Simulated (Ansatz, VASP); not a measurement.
**One calculation of ScAl3, two programs**

```
Sc Al
1.0
     4.02286    0.00000    0.00000
     0.00000    4.02286    0.00000
     0.00000    0.00000    4.02286
Sc Al
1 3
Direct
  0.00000 0.00000 0.00000
  0.50000 0.00000 0.50000
  0.00000 0.50000 0.50000
  0.50000 0.50000 0.00000
```

Alike in both runs: functional revPBE; dispersion D3(BJ); k mesh 6 × 6 × 6; occupations fermi-dirac, width 0.1 eV; no spin polarisation.

Ansatz relaxed the structure, and its values are those at the end. VASP's run is a single point on that final structure, the one shown.

```csv
,VASP,Ansatz
version,VASP 6.6.1,Ansatz 0.2.0
potentials or method,"VASP PAW PBE potentials, release 64 (Sc_sv, Al)","plane waves, PAW"
plane-wave cutoff (eV),520,558
valence electrons in the cell,20,20
```

VASP gave:

* pressure (GPa): 0.0
* dispersion energy (meV/atom): -750.1

Q: Which values does Ansatz return?

A: Pressure (GPa): 0.0; dispersion energy (meV/atom): -750.2.

Caveats: the PAW data sets were made with another functional, which shifts forces and pressure a little (VASP); pairwise dispersion overbinds metals, which lowers pressure and volume.
